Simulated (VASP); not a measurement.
# CsI (Pm-3m) in VASP: a series of runs

The runs below take CsI through single point, with r2SCAN.

Program: VASP 6.6.1. These are calculated values, not measurements. Logs are shortened: lines on timing, memory, paths and dates and some standing lists are left out, and cuts for length are marked.

**1. The crystal as given**

It takes space group Pm-3m (No. 221, cubic). The conventional cell has a = 4.665 Å, b = 4.665 Å, c = 4.665 Å, α = 90.00°, β = 90.00°, γ = 90.00°. Cs (site symmetry m-3m) has 8 I at 4.04 Å as nearest neighbours. I (site symmetry m-3m) has 8 Cs at 4.04 Å as nearest neighbours.

The cell comes from a database or a generator and needn't be the stable form of this composition.

**2. Single point, r2SCAN**

Contents of POSCAR:

```
CsI
1.0
    4.6652120000      0.0000000000      0.0000000000
    0.0000000000      4.6652120000      0.0000000000
    0.0000000000      0.0000000000      4.6652120000
Cs I
1 1
Direct
    0.0000000000      0.0000000000      0.0000000000
    0.5000000000      0.5000000000      0.5000000000
```

Contents of INCAR.step1:

```
SYSTEM = CsI
PREC = Accurate ; ENCUT = 520
ISMEAR = -1 ; SIGMA = 0.02
LREAL = .FALSE. ; LASPH = .TRUE.
NELM = 100 ; NBANDS = 15
GGA = PE ; ALGO = Normal
EDIFF = 1E-4 ; LWAVE = .TRUE.
LCHARG = .FALSE.
```

Contents of INCAR.step2:

```
SYSTEM = CsI
PREC = Accurate ; ENCUT = 520
EDIFF = 1E-6 ; ISMEAR = -1
SIGMA = 0.02 ; LREAL = .FALSE.
LASPH = .TRUE. ; NELM = 100
ALGO = Normal ; ISIF = 2
LWAVE = .FALSE. ; LCHARG = .FALSE.
METAGGA = R2SCAN ; LMIXTAU = .TRUE.
NBANDS = 15 ; ISTART = 1
```

Contents of KPOINTS:

```
Automatic mesh
0
G
  7 7 7
  0 0 0
```

Potentials or basis: VASP PAW PBE potentials, release 64 (Cs_sv, I).

Run with:

```console
> cat potpaw_PBE.64/Cs_sv/POTCAR potpaw_PBE.64/I/POTCAR > POTCAR
> cp INCAR.step1 INCAR
> mpirun -np 1 vasp_std > vasp.out
> cp INCAR.step2 INCAR
> mpirun -np 1 vasp_std > vasp.out
```

OUTCAR:

```text
SYSTEM = CsI
   PREC = Accurate
   ENCUT = 520
   EDIFF = 1E-6
   ISMEAR = -1
   LREAL = .FALSE.
   LASPH = .TRUE.
   NELM = 100
   ISIF = 2
   METAGGA = R2SCAN
   ISTART = 1

 ion  position               nearest neighbor table
   1  0.000  0.000  0.000-
   2  0.500  0.500  0.500-

  LATTYP: Found a simple cubic cell.
 ALAT       =     4.6652120000

  Lattice vectors:

 A1 = (   4.6652120000,   0.0000000000,   0.0000000000)
 A2 = (   0.0000000000,   4.6652120000,   0.0000000000)
 A3 = (   0.0000000000,   0.0000000000,   4.6652120000)

Analysis of symmetry for initial positions (statically):
=====================================================================
 Subroutine PRICEL returns:
 Original cell was already a primitive cell.

 Routine SETGRP: Setting up the symmetry group for a
 simple cubic supercell.

 Subroutine GETGRP returns: Found 48 space group operations
 (whereof 48 operations were pure point group operations)
 out of a pool of 48 trial point group operations.

The static configuration has the point symmetry O_h .

Analysis of symmetry for dynamics (positions and initial velocities):
=====================================================================
 Subroutine PRICEL returns:
 Original cell was already a primitive cell.

 Routine SETGRP: Setting up the symmetry group for a
 simple cubic supercell.

 Subroutine GETGRP returns: Found 48 space group operations
 (whereof 48 operations were pure point group operations)
 out of a pool of 48 trial point group operations.

The dynamic configuration has the point symmetry O_h .

 Subroutine INISYM returns: Found 48 space group operations
 (whereof 48 operations are pure point group operations),
 and found     1 'primitive' translations

----------------------------------------------------------------------------------------

                                     Primitive cell

  volume of cell :     101.5346

  direct lattice vectors                    reciprocal lattice vectors
     4.665212000  0.000000000  0.000000000     0.214352531  0.000000000  0.000000000
     0.000000000  4.665212000  0.000000000     0.000000000  0.214352531  0.000000000
     0.000000000  0.000000000  4.665212000     0.000000000  0.000000000  0.214352531

  length of vectors
     4.665212000  4.665212000  4.665212000     0.214352531  0.214352531  0.214352531

  position of ions in fractional coordinates (direct lattice)
     0.000000000  0.000000000  0.000000000
     0.500000000  0.500000000  0.500000000

  ion indices of the primitive-cell ions
   primitive index   ion index
                 1           1
                 2           2

----------------------------------------------------------------------------------------

 KPOINTS: Automatic mesh

Automatic generation of k-mesh.
 Grid dimensions read from file:
 generate k-points for:    7    7    7

 Generating k-lattice:

  Cartesian coordinates                     Fractional coordinates (reciprocal lattice)
     0.030621790  0.000000000  0.000000000     0.142857143  0.000000000  0.000000000
     0.000000000  0.030621790  0.000000000     0.000000000  0.142857143  0.000000000
     0.000000000  0.000000000  0.030621790     0.000000000  0.000000000  0.142857143

  Length of vectors
     0.030621790  0.030621790  0.030621790

  Shift w.r.t. Gamma in fractional coordinates (k-lattice)
     0.000000000  0.000000000  0.000000000

 Subroutine IBZKPT returns following result:
 ===========================================

 Found     20 irreducible k-points:

 Following reciprocal coordinates:
            Coordinates               Weight
  0.000000  0.000000  0.000000      1.000000
  0.142857  0.000000  0.000000      6.000000
  0.285714  0.000000  0.000000      6.000000
  0.428571  0.000000  0.000000      6.000000
  0.142857  0.142857  0.000000     12.000000
  0.285714  0.142857  0.000000     24.000000
[... 12 lines left out ...]
  0.428571  0.428571  0.285714     24.000000
  0.428571  0.428571  0.428571      8.000000
   k-points           NKPTS =     20   k-points in BZ     NKDIM =     20   number of bands    NBANDS=     15
   number of dos      NEDOS =    301   number of ions     NIONS =      2
   total plane-waves  NPLWV =  46656
   dimension x,y,z NGX =    36 NGY =   36 NGZ =   36
   dimension x,y,z NGXF=    72 NGYF=   72 NGZF=   72
   ions per type =               1   1
   NGX,Y,Z   is equivalent  to a cutoff of  12.83, 12.83, 12.83 a.u.
   NGXF,Y,Z  is equivalent  to a cutoff of  25.66, 25.66, 25.66 a.u.
 SYSTEM =  CsI
   PREC   = accura    normal or accurate (medium, high low for compatibility)
   ISTART =      1    job   : 0-new  1-cont  2-samecut
   ICHARG =      0    charge: 1-file 2-atom 10-const
   ISPIN  =      1    spin polarized calculation?
   LNONCOLLINEAR =      F non collinear calculations
   LSORBIT =      F    spin-orbit coupling
   LASPH  =      T    aspherical Exc in radial PAW
   ENCUT  =  520.0 eV  38.22 Ry    6.18 a.u.   8.67  8.67  8.67*2*pi/ulx,y,z
   NELM   =    100;   NELMIN=  2; NELMDL=  0     # of ELM steps
   EDIFF  = 0.1E-05   stopping-criterion for ELM
   LREAL  =      F    real-space projection
   EDIFFG = 0.1E-04   stopping-criterion for IOM
   NSW    =      0    number of steps for IOM
   IBRION =     -1    ionic relax: 0-MD 1-quasi-New 2-CG
   NFREE  =      0    steps in history (QN), initial steepest desc. (CG)
   ISIF   =      2    stress and relaxation
   ISYM   =      2    0-nonsym 1-usesym 2-fastsym
   POTIM  = 0.5000    time-step for ionic-motion
   TEBEG  =    0.0;   TEEND  =   0.0 temperature during run
   PSTRESS=    0.0 pullay stress
   NELECT =      16.0000    total number of electrons
   NUPDOWN=      -1.0000    fix difference up-down
   EMIN   =  10.00;   EMAX   =-10.00  energy-range for DOS
   EFERMI =   0.00;   METHOD = LEGACY
   ISMEAR =    -1;   SIGMA  =   0.02  broadening in eV -4-tet -1-fermi 0-gaus
   EFERMI_NEDOS =   21; number of points for ismear=-14 and -15
   IALGO  =     38    algorithm
   IMIX   =      4    mixing-type and parameters
     AMIX     =   0.40;   BMIX     =  1.00
     AMIX_MAG =   1.60;   BMIX_MAG =  1.00
  volume/ion in A,a.u.               =      50.77       342.59
  Fermi-wavevector in a.u.,A,eV,Ry     =   0.884253  1.670997 10.638453  0.781904
  Thomas-Fermi vector in A             =   2.005129
   LORBIT       =      0    0 simple, 1 ext, 2 COOP (PROOUT), +10 PAW based schemes
   METAGGA = R2SCAN    functional components
   LHFCALC =     F    Hartree Fock is set to
   AEXX    =    0.0000 exact exchange contribution
   IVDW    =     0    specifies the selected vdW correction
   LEPSILON=     F    determine dielectric tensor
   LRPA    =     F    only Hartree local field effects (RPA)
 non-spin polarized calculation
  energy-cutoff  :      520.00
  volume of cell :      101.53
 maximum number of plane-waves:      2777
 NGX is ok and might be reduce to    36
   NGX = 17   NGY = 17   NGZ = 17

 number of electron      15.9999999 magnetization

 Free energy of the ion-electron system (eV)
  ---------------------------------------------------
  ext. energy  EPLUGINS =         0.00000000
  ---------------------------------------------------
  free energy    TOTEN  =       -53.12223177 eV

  energy without entropy =      -53.12223177  energy(sigma->0) =      -53.12223177

 E-fermi :   0.6270     XC(G=0):  -7.8375

 val. band max:        0.1214374795   @ k =   0.4286   0.4286   0.0000
 cond. band min:       4.5137882256   @ k =   0.0000   0.0000   0.0000
 fundamental gap:      4.3923507461
 Fermi energy:         0.6269875484

 k-point     1 :       0.0000    0.0000    0.0000
  band No.  band energies     occupation
      1     -20.9038      2.00000
      2     -10.7274      2.00000
      3      -7.2395      2.00000
      4      -7.2395      2.00000
      5      -7.2395      2.00000
      6       0.0462      2.00000
      7       0.0462      2.00000
      8       0.0462      2.00000
      9       4.5138      0.00000
     10       4.8432      0.00000
     11       4.8432      0.00000
     12       8.4095      0.00000
     13       8.4095      0.00000
     14       8.4095      0.00000
     15      10.7332      0.00000

 k-point     2 :       0.1429    0.0000    0.0000
  band No.  band energies     occupation
      1     -20.9001      2.00000
      2     -10.7273      2.00000
      3      -7.2650      2.00000
      4      -7.2303      2.00000
      5      -7.2303      2.00000
      6      -0.2660      2.00000
      7       0.0262      2.00000
      8       0.0262      2.00000
      9       4.9209      0.00000
     10       4.9627      0.00000
     11       5.2617      0.00000
     12       8.3435      0.00000
     13       8.3435      0.00000
     14       8.5005      0.00000
     15       9.8492      0.00000

 k-point     3 :       0.2857    0.0000    0.0000
  band No.  band energies     occupation
      1     -20.8920      2.00000
      2     -10.7281      2.00000
      3      -7.3164      2.00000
      4      -7.2094      2.00000
      5      -7.2094      2.00000
      6      -0.8339      2.00000
      7      -0.0200      2.00000
      8      -0.0200      2.00000
      9       5.3004      0.00000
     10       5.8224      0.00000
     11       6.2737      0.00000
     12       8.3106      0.00000
     13       8.3106      0.00000
     14       8.5933      0.00000
     15       8.7411      0.00000
[... 271 lines left out ...]
 k-point    19 :       0.4286    0.4286    0.2857
  band No.  band energies     occupation
      1     -20.8583      2.00000
      2     -10.5296      2.00000
      3      -7.4710      2.00000
      4      -7.4657      2.00000
      5      -7.3462      2.00000
      6      -0.8695      2.00000
      7      -0.8603      2.00000
      8      -0.6020      2.00000
      9       6.2392      0.00000
     10       6.8812      0.00000
     11       7.1026      0.00000
     12       7.5991      0.00000
     13       8.8553      0.00000
     14       8.8751      0.00000
     15      10.4399      0.00000

 k-point    20 :       0.4286    0.4286    0.4286
  band No.  band energies     occupation
      1     -20.8526      2.00000
      2     -10.4954      2.00000
      3      -7.4483      2.00000
      4      -7.4419      2.00000
      5      -7.4419      2.00000
      6      -0.9705      2.00000
      7      -0.9705      2.00000
      8      -0.9090      2.00000
      9       7.0367      0.00000
     10       7.4275      0.00000
     11       7.4275      0.00000
     12       8.4235      0.00000
     13       8.4366      0.00000
     14       8.4366      0.00000
     15      10.3659      0.00000

------------------------ aborting loop because EDIFF is reached ----------------------------------------

  FORCE on cell =-STRESS in cart. coord.  units (eV):
  Direction    XX          YY          ZZ          XY          YZ          ZX
  --------------------------------------------------------------------------------------
  -------------------------------------------------------------------------------------
  Total       -0.2326974     -0.2326974     -0.2326974      0.0000000      0.0000000      0.0000000
  in kB       -3.6718749     -3.6718749     -3.6718749      0.0000000      0.0000000      0.0000000
  external PRESSURE =      -3.6718749 kB  Pullay stress =       0.0000000 kB

 VOLUME and BASIS-vectors are now :
 -----------------------------------------------------------------------------
  energy-cutoff  :      520.00
  volume of cell :      101.53
      direct lattice vectors                 reciprocal lattice vectors
     4.665212000  0.000000000  0.000000000     0.214352531  0.000000000  0.000000000
     0.000000000  4.665212000  0.000000000     0.000000000  0.214352531  0.000000000
     0.000000000  0.000000000  4.665212000     0.000000000  0.000000000  0.214352531

 POSITION                                       TOTAL-FORCE (eV/Angst)
 -----------------------------------------------------------------------------------
      0.00000      0.00000      0.00000         0.000000      0.000000      0.000000
      2.33261      2.33261      2.33261         0.000000      0.000000      0.000000
 -----------------------------------------------------------------------------------
    total drift:                                0.000000      0.000000      0.000000

  FREE ENERGIE OF THE ION-ELECTRON SYSTEM (eV)
  ---------------------------------------------------
  free  energy   TOTEN  =       -53.1222317737 eV

  energy  without entropy=      -53.1222317737  energy(sigma->0) =      -53.12223177
```

Wall time 66 s (1 thread of Intel Xeon Platinum 8488C (Sapphire Rapids), shared host); peak memory 0.22 GiB.

What came out:

```yaml
Free_energy: -53.1222 eV
Pressure: -0.4 GPa
Band_gap_on_the_k_mesh: 4.39 eV, indirect (least direct gap 4.47 eV)
```

Caveat: the PAW data sets were made with another functional, which shifts forces and pressure a little; spin-orbit coupling is left out, which moves the levels of the heavy elements; an odd mesh through Γ misses points on the zone boundary, where band edges often lie.

**3. Single point, r2SCAN (volume scaled by 0.95)**

Contents of POSCAR:

```
CsI
1.0
    4.5861253318      0.0000000000      0.0000000000
    0.0000000000      4.5861253318      0.0000000000
    0.0000000000      0.0000000000      4.5861253318
Cs I
1 1
Direct
    0.0000000000      0.0000000000      0.0000000000
    0.5000000000      0.5000000000      0.5000000000
```

Contents of INCAR.step1:

```
SYSTEM = CsI
PREC = Accurate
ENCUT = 520
ISMEAR = -1
SIGMA = 0.02
LREAL = .FALSE.
LASPH = .TRUE.
NELM = 100
NBANDS = 15
GGA = PE
ALGO = Normal
EDIFF = 1E-4
LWAVE = .TRUE.
LCHARG = .FALSE.
```

Contents of INCAR.step2:

```
SYSTEM = CsI
PREC = Accurate
ENCUT = 520
EDIFF = 1E-6
ISMEAR = -1
SIGMA = 0.02
LREAL = .FALSE.
LASPH = .TRUE.
NELM = 100
ALGO = Normal
ISIF = 2
LWAVE = .FALSE.
LCHARG = .FALSE.
METAGGA = R2SCAN
LMIXTAU = .TRUE.
NBANDS = 15
ISTART = 1
```

KPOINTS is that of step 2.

Potentials or basis: VASP PAW PBE potentials, release 64 (Cs_sv, I).

Run with:

```console
> cat potpaw_PBE.64/Cs_sv/POTCAR potpaw_PBE.64/I/POTCAR > POTCAR
> cp INCAR.step1 INCAR
> mpirun -np 1 vasp_std > vasp.out
> cp INCAR.step2 INCAR
> mpirun -np 1 vasp_std > vasp.out
```

Wall time 66 s (1 thread of Intel Xeon Platinum 8488C (Sapphire Rapids), shared host); peak memory 0.22 GiB.

Results (log left out):

```yaml
Free_energy: -53.1243 eV
Pressure: 0.2 GPa
Band_gap_on_the_k_mesh: 4.58 eV, indirect (least direct gap 4.64 eV)
```

Levels at points of the mesh, in eV from the valence-band top:
```
           k point  band 6  band 7  band 8  band 9  band 10  band 11
(0.00, 0.00, 0.00)   -0.07   -0.07   -0.07    4.58     4.65     4.65
```

Caveat: the PAW data sets were made with another functional, which shifts forces and pressure a little; spin-orbit coupling is left out, which moves the levels of the heavy elements; an odd mesh through Γ misses points on the zone boundary, where band edges often lie.
